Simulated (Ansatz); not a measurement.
Cold compression of Ca (diamond type)

```
CELL_PARAMETERS angstrom
0.00000 4.30013 4.30013
4.30013 0.00000 4.30013
4.30013 4.30013 0.00000
ATOMIC_POSITIONS crystal
Ca 0.87500 0.87500 0.87500
Ca 0.12500 0.12500 0.12500
```

The cell comes from a relaxation on PAW files under the same functional, begun from a prototype that needn't be the stable phase.

Its volume is scaled at fixed shape and fractional positions.

Computed with Ansatz 0.2.0; functional PBE, scalar-relativistic. Settings: a Γ-centred 10×10×10 k mesh, Fermi–Dirac smearing of 0.08 eV, no spin polarisation. Methods: LAPW: all electrons, basis error target 1 meV/atom; PAW: frozen-core files, cutoff 420 eV; crystal datasets: all electrons, by PAW datasets that the program makes for each cell; norm-conserving: pseudopotentials, cutoff 925 eV; PAW (core large): files with a larger core, cutoff 420 eV.

Energies are extrapolated to zero smearing and count from the unscaled cell; pressure is positive in compression; gaps take the mesh and a band path. No temperature or zero-point motion is included.

```csv
V/V0,V (Å³/atom),P LAPW (GPa),ΔE LAPW (eV/atom),P PAW − LAPW (GPa),ΔE PAW − LAPW (meV/atom)
1.00,79.51,0.02,0.000,0.00,0.0
0.88,69.97,0.64,0.019,0.00,0.0
0.78,62.02,?,0.069,0.00,0.0
0.68,54.07,2.24,0.158,0.00,0.0
0.58,46.12,3.33,0.292,0.00,0.0
0.50,39.76,4.60,0.447,0.00,0.0
0.43,34.19,5.61,0.625,0.00,0.0
```

Problem. Give the missing entry: row "0.78", column "P LAPW (GPa)".

Solution. 1.37.

Problem. At the smallest volume, how far do crystal datasets and norm-conserving and PAW (core large) lie from LAPW in pressure?

Solution. crystal datasets: 0.00 GPa; norm-conserving: -0.04 GPa; PAW (core large): 0.00 GPa, on a LAPW pressure of 5.61 GPa.
